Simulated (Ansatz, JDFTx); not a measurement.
Given: the input of a run of Ansatz 0.2.0 on ZnSe (Stilleite). 

The input input.yaml:

```yaml
crystal:
  lattice:
    - [0.0, 2.8338, 2.8338]
    - [2.8338, 0.0, 2.8338]
    - [2.8338, 2.8338, 0.0]
  atoms:
    - { symbol: Se, position: [0.75, 0.75, 0.75] }
    - { symbol: Zn, position: [0.0, 0.0, 0.0] }
kpoints:
  mp_grid: { grid: [8, 8, 8] }
scf:
  occupations: { method: gaussian, width: 0.1 }
hamiltonian:
  xc: lda
  pseudopotentials: { kind: all_electron, lapw: { basis_error: 0.001 } }
output:
  forces: true
  stress: true
  eigenvalues: true
```

Potentials or basis: all-electron LAPW, scalar-relativistic.

The run is started by

```console
$ ansatz run input.yaml --threads 1 --pin off --max-ram 3072MiB --backend cpu --events-out ev --progress --plain --runs-dir out
```

Problem. Translate it to JDFTx 1.7.0 (patched build). Potentials or basis there: PseudoDojo-SR-LDA-0.4.1-standard with smoothed tails, cutoff 1170 eV.

Solution. As run (cutoffs and basis follow the program's own potentials, and thresholds, step limits or extra output files can differ):

File ZnSe.in:

```
lattice \
    0.0000000000     2.8338000000     2.8338000000 \
    2.8338000000     0.0000000000     2.8338000000 \
    2.8338000000     2.8338000000     0.0000000000
latt-scale 1.889726124626 1.889726124626 1.889726124626
coords-type Lattice
ion Se     0.7500000000     0.7500000000     0.7500000000 1
ion Zn     0.0000000000     0.0000000000     0.0000000000 1

ion-species pseudo/Se.upf
ion-species pseudo/Zn.upf
elec-cutoff 43 344
elec-ex-corr lda-PW
kpoint-folding 8 8 8
elec-smearing Gauss 0.0018374661
elec-n-bands 25
electronic-SCF nIterations 100 energyDiffThreshold 1e-09
electronic-minimize nIterations 30 energyDiffThreshold 1e-7
converge-empty-states yes
forces-output-coords Cartesian

dump-name run.$VAR
dump End Ecomponents EigStats BandEigs Kpoints Forces Stress ElecDensity Dtot KEdensity
```

Potentials or basis: PseudoDojo-SR-LDA-0.4.1-standard with smoothed tails.

Launch:

```console
$ jdftx -c 1 -i ZnSe.in -o ZnSe.out
```

Both were run:

|  | Ansatz | JDFTx |
| --- | --- | --- |
| Pressure | -3.4 GPa | -3.4 GPa |

Where Ansatz's input types no cutoff or centring, it takes its own default and a Γ-centred mesh.

The two programs' LDA may be different fits to the electron gas.

Pressure is positive in compression.
